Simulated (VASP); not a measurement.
**SnO2 under changes of volume**

One of the cells (12.072 Å³/atom); the others are scaled copies at fixed shape and fractional positions:

```
CELL_PARAMETERS angstrom
1.60865 0.92876 4.04014
-1.60865 0.92876 4.04014
0.00000 -1.85751 4.04014
ATOMIC_POSITIONS crystal
Sn 0.50000 0.50000 0.50000
O 0.75417 0.75417 0.75417
O 0.24583 0.24583 0.24583
```

Measurements of this composition are mostly on another form, of space group No. 136.

```yaml
Program: VASP 6.6.1
Functional: LDA
Potentials_or_basis: VASP PAW LDA potentials, release 64 (Sn_d, O)
Cutoff: 520 eV
k_mesh: 8 × 8 × 8
Occupations: gaussian, width 0.02 eV
Spin: no spin polarisation
```

```csv
volume (Å³/atom),energy over the lowest point (meV/atom),pressure (GPa),gap on the mesh (eV),largest force (eV/Å)
11.589,14.05,8.9,1.82,0.450
11.831,?,?,?,?
12.072,0.00,0.2,1.46,0.001
12.314,2.16,-3.5,1.30,0.198
12.555,9.59,-6.8,1.15,0.379
```

What does the run at 11.831 Å³/atom give?

Energy over the lowest point 3.72 meV/atom; pressure 4.3 GPa; gap on the mesh 1.64 eV; largest force 0.214 eV/Å.

Worked out: A Birch-Murnaghan fit of order 2 (a polynomial in V^(-2/3)) to the other rows has its minimum at 12.10 Å³/atom with B0 = V·E''(V) = 193 GPa at fixed shape and positions, which overstates the stiffness. It gives 3.76 meV/atom at 11.831 Å³/atom, against the run's 3.72, and -dE/dV = 4.6 GPa, against 4.3. A straight line through the other rows of the gap, of slope -8.4 eV per unit of ln V (its deformation potential), gives 1.64 eV, against the run's 1.64.

Energies are extrapolated to zero smearing.

Caveats: spin-orbit coupling is left out, which moves the levels of the heavy elements.
